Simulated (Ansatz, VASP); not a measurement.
**TiB2 in VASP and in Ansatz**

File INCAR:

```
PREC = Accurate
ENCUT = 520
EDIFF = 1E-7
ISMEAR = -1
SIGMA = 0.05
LREAL = F
LASPH = T
NELM = 60
ALGO = Normal
ISIF = 2
LWAVE = F
LCHARG = F
GGA = PE
NBANDS = 16
```

File KPOINTS:

```
Automatic mesh
0
Gamma
  10 10 8
```

Contents of POSCAR:

```
TiB2
1.0
    3.0292000000      0.0000000000      0.0000000000
   -1.5146000000      2.6233641531      0.0000000000
    0.0000000000      0.0000000000      3.2284000000
Ti B
1 2
Direct
    0.0000000000      0.0000000000      0.0000000000
    0.6666666667      0.3333333333      0.5000000000
    0.3333333333      0.6666666667      0.5000000000
```

input.yaml

```yaml
crystal:
  lattice:
    - [3.0292, 0.0, 0.0]
    - [-1.5146, 2.6233641531, 0.0]
    - [0.0, 0.0, 3.2284]
  atoms:
    - { symbol: Ti, position: [0.0, 0.0, 0.0] }
    - { symbol: B, position: [0.6666666667, 0.3333333333, 0.5] }
    - { symbol: B, position: [0.3333333333, 0.6666666667, 0.5] }
hamiltonian:
  xc: pbe
  pseudopotentials: { kind: paw }
kpoints:
  mp_grid: { grid: [10, 10, 8] }
scf:
  occupations: { method: fermi_dirac, width: 0.05 }
output:
  forces: true
  stress: true
  eigenvalues: true
  write_density: true
  write_potential: true
  elf: true
  volumetric_format: npy
```

Alike in both runs: task single point; functional PBE; k mesh 10 × 10 × 8; occupations fermi-dirac, width 0.05 eV; no spin polarisation.

|  | VASP | Ansatz |
| --- | --- | --- |
| version | VASP 6.6.1 | Ansatz 0.2.0 |
| potentials or method | VASP PAW PBE potentials, release 64 (Ti_sv, B) | Ansatz PAW |
| plane-wave cutoff (eV) | 520 | 420 |
| valence electrons in the cell | 18 | 18 |

Ansatz gave:

* gap on the k mesh at the Fermi level (eV): none
* pressure (GPa): 0.3
* largest component of the traceless stress (GPa): 0.30

**Question.** Which values does VASP return?

**Answer.** gap on the k mesh at the Fermi level (eV): none; pressure (GPa): 0.5; largest component of the traceless stress (GPa): 0.28.

A gap of «none» marks a metal or a gap that the smearing closes.
